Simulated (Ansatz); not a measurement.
Runs of Ansatz 0.2.0 on Pb. The structure is cubic, space group Fm-3m (No. 225). The conventional cell has a = 4.950 Å, b = 4.950 Å, c = 4.950 Å, α = 90.00°, β = 90.00°, γ = 90.00°. Pb (site symmetry m-3m) is surrounded by 12 Pb at 3.50 Å. 

| task | level | potentials or basis | spin | cell | k mesh | cutoff (eV) | smearing | driver | gap on the mesh (eV) | pressure (GPa) |
| --- | --- | --- | --- | --- | --- | --- | --- | --- | --- | --- |
| density of states | m-r2SCAN | JTH PAW | off | as given | 9 × 9 × 9 | 1800 | methfessel-paxton 0.15 eV | chain | none | 1.3 |
| electron localisation function | PBE+D3(BJ) | Ansatz PAW earlier set | off | volume scaled by 0.88 | 9 × 9 × 9 | 580 | fermi-dirac 0.025 eV | chain | none | 8.4 |
| single point | m-r2SCAN | SSSP precision PAW | off | cell strained at random at fixed volume | 7 × 7 × 7 | 612 | fermi-dirac 0.05 eV | chain | none | 1.9 |
| electron localisation function | PBE+D3(BJ) | Ansatz PAW earlier set | off | volume scaled by 0.88 | 9 × 9 × 9 | 580 | fermi-dirac 0.025 eV | - | none | 8.4 |
| density of states | BLYP+D4 | Ansatz PAW polarizable | collinear, random start | as given | 9 × 9 × 9 | 420 | fermi-dirac 0.1 eV | chain | none | (a) |

Task: Estimate the missing entries.

Result: (a) 1.8.

Caveats: pairwise dispersion overbinds metals, which lowers pressure and volume (some runs); the PAW data sets were made with another functional, which shifts forces and pressure a little (some runs); the potentials were made for another functional, which shifts forces and pressure (some runs); the starting moments weren't kept (some runs).

A k mesh can miss the band edges, and the runs leave out spin-orbit coupling on Pb.

A gap of «none» marks a metal or a gap under the smearing width.

The runs don't all hold the same shells in valence.
